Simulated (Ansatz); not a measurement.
# Varying the input for CdSe

All trials start from this Ansatz input:

```yaml
crystal:
  lattice:
    - [0.0, 2.873958, 2.873958]
    - [2.873958, 0.0, 2.873958]
    - [2.873958, 2.873958, 0.0]
  atoms:
    - { symbol: Cd, position: [0.0, 0.0, 0.0] }
    - { symbol: Se, position: [0.5, 0.5, 0.5] }
basis:
  ecutwfc: 420
kpoints:
  mp_grid: { grid: [4, 4, 4] }
hamiltonian:
  xc: pbe
scf:
  occupations: { method: gaussian, width: 0.1 }
output:
  forces: true
  stress: true
  eigenvalues: true
```

Command:

```bash
ansatz run input.yaml --threads 1 --pin off --max-ram 1331MiB --backend cpu --events-out ev --progress --plain --runs-dir out
```

The run converges in 6 SCF iterations on 8 irreducible k-points: pressure 0.04 GPa, no gap.

These settings were drawn at random to show what each does; none of the numbers is a converged property of the crystal. Each trial's input is given as a difference from the reference's; energies are extrapolated to zero smearing where there is one, and pressure is positive in compression. Charged cells sit in a uniform background, and their pressures hang on that convention.

Trial 1:

```diff
+total_charge: 0.5
 basis:
-  ecutwfc: 420
+  precision: f64
 kpoints:
-  mp_grid: { grid: [4, 4, 4] }
+  mp_grid: { kspacing: 0.73 }
 hamiltonian:
-  xc: pbe
+  xc: r2scan
+  pseudopotentials: { kind: nc }
 scf:
+  mixing: { algorithm: broyden }
+  initial_density: { chi_scale: 0, normalization: atom }
+  max_iter: 65
```

How does this run end?

The run converges in 9 SCF iterations on 4 irreducible k-points: at 1306 eV, the cutoff that these potentials take when none is typed, pressure -2.10 GPa (with the neutralising background of the charged cell), no gap.

Trial 2 (strained):

```diff
 crystal:
   lattice:
-    - [0.0, 2.873958, 2.873958]
-    - [2.873958, 0.0, 2.873958]
-    - [2.873958, 2.873958, 0.0]
+    - [-0.0117808081, 2.9201780037, 2.8807570916]
+    - [2.8855968813, 0.0404415102, 2.8285347734]
+    - [2.9051555413, 2.8875143454, 0.0208828501]
 basis:
-  ecutwfc: 420
+  ecutwfc: 190
+accuracy: high
+magnetization:
+  spin_polarized: true
+  initial_magnetization: 3.0
```

What does the program give?

The run converges in 16 SCF iterations on 36 irreducible k-points: energy 11.44 eV per atom above the reference, pressure 0.49 GPa (unreliable at so low a cutoff), no gap, cell moment 0.00 μB. It warns that the cutoff lies under the recommended one, 420 eV for these potentials; that the starting moments were lost.

Trial 3:

```diff
 hamiltonian:
+  dispersion: d4
 scf:
-  occupations: { method: gaussian, width: 0.1 }
+  occupations: { method: tetrahedron_uncorrected }
```

What does the program give?

The run converges in 6 SCF iterations on 8 irreducible k-points: pressure -2.44 GPa, no gap. It warns that the printed bands weren't solved further after the SCF.

Trial 4 (origin moved):

```diff
 crystal:
   atoms:
-    - { symbol: Cd, position: [0.0, 0.0, 0.0] }
-    - { symbol: Se, position: [0.5, 0.5, 0.5] }
+    - { symbol: Cd, position: [0.469, 0.074, 0.51] }
+    - { symbol: Se, position: [0.969, 0.574, 1.01] }
 hamiltonian:
+  hubbard:
+    sites: [{ species: Cd, l: d, u: 3.2, j: 0.84 }]
+    projectors: atomic
+  dispersion: d3bjatm
```

What happens?

The run converges in 9 SCF iterations on 8 irreducible k-points: pressure -2.23 GPa, no gap. It warns that the count of filled bands differs between k-points. Under a U the state reached may not be the lowest.